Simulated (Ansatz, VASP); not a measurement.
**Two plane-wave programs on CdTe**

INCAR

```
PREC = Accurate
ENCUT = 520
EDIFF = 1E-7
ISMEAR = 0
SIGMA = 0.05
LREAL = F
LASPH = T
NELM = 80
ALGO = Normal
ISIF = 2
LWAVE = F
LCHARG = T
GGA = PE
LELF = T
LVHAR = T
NBANDS = 16
```

Contents of KPOINTS:

```
regular mesh
0
Gamma
  10 10 10
```

File POSCAR:

```
CdTe
1.0
    0.0000000000      3.3086867292      3.3086867292
    3.3086867292      0.0000000000      3.3086867292
    3.3086867292      3.3086867292      0.0000000000
Cd Te
1 1
Direct
    0.0000000000      0.0000000000      0.0000000000
    0.7500000000      0.7500000000      0.7500000000
```

Input for Ansatz:

```yaml
crystal:
  lattice:
    - [0.0, 3.3086867292, 3.3086867292]
    - [3.3086867292, 0.0, 3.3086867292]
    - [3.3086867292, 3.3086867292, 0.0]
  atoms:
    - { symbol: Cd, position: [0.0, 0.0, 0.0] }
    - { symbol: Te, position: [0.75, 0.75, 0.75] }
basis:
  ecutwfc: 420
kpoints:
  mp_grid: { grid: [10, 10, 10] }
hamiltonian:
  xc: pbe
scf:
  occupations: { method: gaussian, width: 0.05 }
output:
  forces: true
  stress: true
  eigenvalues: true
  write_density: true
  write_potential: true
  elf: true
  volumetric_format: npy
```

Alike in both runs: task single point; functional PBE; k mesh 10 × 10 × 10; occupations gaussian, width 0.05 eV; no spin polarisation.

|  | VASP | Ansatz |
| --- | --- | --- |
| version | VASP 6.6.1 | Ansatz 0.2.0 |
| potentials or method | VASP PAW PBE potentials, release 64 (Cd, Te) | scalar-relativistic, plane waves, PAW |
| plane-wave cutoff (eV) | 520 | 420 |
| valence electrons in the cell | 18 | 36 |

|  | VASP | Ansatz | Ansatz less VASP |
| --- | --- | --- | --- |
| gap on the k mesh at the Fermi level (eV) | 0.58 | 0.59 | +0.003 |
| least direct gap on the mesh (eV) | 0.58 | 0.59 | +0.003 |
| pressure (GPa) | 0.1 | 0.0 | -0.10 |

The two sets of potentials don't hold the same shells in valence.

Caveats: spin-orbit coupling is left out, which moves the levels of the heavy elements. As with any semilocal functional, this PBE gap is likely too small.
